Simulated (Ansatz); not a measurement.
Runs of Ansatz 0.2.0 on Br. It takes space group Cmce (No. 64, orthorhombic). The conventional cell has a = 6.726 Å, b = 4.645 Å, c = 8.702 Å, α = 90.00°, β = 90.00°, γ = 90.00°. Br (site symmetry m) is surrounded by 1 Br at 2.29 Å. 

```csv
task,level,cell,points for each segment of the path,gap on the mesh (eV),pressure (GPa),relaxed volume (Å³/atom),largest force (eV/Å)
relaxation of cell and atoms,revPBE+D4,relaxed,-,(a),0.0,(b),0.01
relaxation of cell and atoms,LDA,relaxed,-,1.09,0.0,27.49,-
relaxation of cell and atoms,RPBE+D3(BJ),relaxed,-,1.07,0.0,(c),-
band structure,LDA,as given,14,1.75,-1.2,-,0.69
relaxation of cell and atoms,PBEsol+D3(BJ),relaxed,-,1.16,0.0,27.75,-
```

Alike in all rows: potentials or basis Ansatz PAW; no spin polarisation; k mesh 7 × 7 × 3; cutoff (eV) 420; smearing fermi-dirac 0.05 eV.

Task: Fill in the values left out.

Result: (a) 1.38; (b) 30.07; (c) 24.94.

Caveats: the PAW data sets come from PBE, with cores solved anew for the run's functional, which leaves a small shift of forces and pressure; odd divisions of the mesh miss points on the zone boundary, where band edges often lie, so the gap on the mesh can be too wide (some runs); the plane-wave basis is chosen anew once the cell has moved, so the energies of steps on either side of that aren't comparable (some runs); the volume moved by over 15 % at a fixed basis, so the end points are rough (some runs); the volume moved by -12 % from the deposited cell, more than functionals usually miss (some runs); the volume moved by -19 % from the deposited cell, more than functionals usually miss (some runs); the volume moved by -27 % from the deposited cell, more than functionals usually miss (some runs).

A k mesh can miss the band edges, and the runs leave out spin-orbit coupling on Br.

Runs at the PBE level aren't shown here.
